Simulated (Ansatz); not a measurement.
# SiO2: start and end of a relaxation

The cell of SiO2 is invented: random cell by space group and Wyckoff sites (Pbam, No. 55). Lengths were set from tabulated atomic sizes, so they are only a guess.

start.cif

```cif
data_structure
_symmetry_space_group_name_H-M 'P 1'
_symmetry_Int_Tables_number 1
_cell_length_a 3.6047
_cell_length_b 4.4627
_cell_length_c 5.0464
_cell_angle_alpha 90.000
_cell_angle_beta 90.000
_cell_angle_gamma 90.000
_cell_volume 81.18
loop_
_atom_site_label
_atom_site_type_symbol
_atom_site_fract_x
_atom_site_fract_y
_atom_site_fract_z
_atom_site_occupancy
Si1 Si 0.00000 0.50000 0.50000 1
Si2 Si 0.50000 0.00000 0.50000 1
O1 O 0.12635 0.38176 0.00000 1
O2 O 0.87365 0.61824 0.00000 1
O3 O 0.37365 0.88176 0.00000 1
O4 O 0.62635 0.11824 0.00000 1
```

Computed with Ansatz, DFT PBE, scalar-relativistic, plane waves, PAW. Cutoff 420 eV, Gaussian smearing, Γ-centred meshes. Cell and atoms relax first on a coarse mesh and then on a finer one. In between, the cell is made exact in the group found at 0.06 Å. In metals the finer mesh still leaves noise of several meV/atom or more. The steps can't lower the symmetry of their start. No spin polarisation in the relaxation; trial moments died out in a coarse test.

end.cif

```cif
data_structure
_symmetry_space_group_name_H-M 'P 1'
_symmetry_Int_Tables_number 1
_cell_length_a 3.9667
_cell_length_b 5.9345
_cell_length_c 3.5780
_cell_angle_alpha 90.000
_cell_angle_beta 90.000
_cell_angle_gamma 90.000
_cell_volume 84.23
loop_
_atom_site_label
_atom_site_type_symbol
_atom_site_fract_x
_atom_site_fract_y
_atom_site_fract_z
_atom_site_occupancy
Si1 Si 0.00000 0.50000 0.50000 1
Si2 Si 0.50000 0.00000 0.50000 1
O1 O 0.19080 0.47770 0.00000 1
O2 O 0.80920 0.52230 0.00000 1
O3 O 0.30920 0.97770 0.00000 1
O4 O 0.69080 0.02230 0.00000 1
```

The symmetry stays Pbam (No. 55). The volume per atom grows by 3.8 %, from 13.5 to 14.0 Å³. The shortest distance goes from 1.39 Å (O–O) to 1.54 Å (O–O). The energy falls by about 0.64 eV/atom (the start's value is from the coarse mesh).

```yaml
Volume_per_atom: 14.0 Å³
Density: 2.4 g/cm³
Formation_energy: +0.14 eV/atom
Gap_on_the_10×6×10_mesh_of_the_6-atom_cell: 0 eV (a metal)
```

Formation energies are uncorrected and refer to the elements' standard structures at the same level (O₂ as a molecule). It can't be a ground state, since the elements alone are lower.

The last run used Gaussian smearing of 0.10 eV. No dispersion correction is applied, so the spacing and binding between layers, chains or molecules are poorly described. A structure relaxed within its symmetry needn't be a true minimum. In all, the 4 runs took 9.6 min on 1 thread of AMD EPYC (Zen 3), with other jobs on the host. Another cell of SiO2 relaxed alike, in I-42d (a cell as deposited in COD), lies 2.93 eV/atom lower, so this cell isn't the stable form at this level.
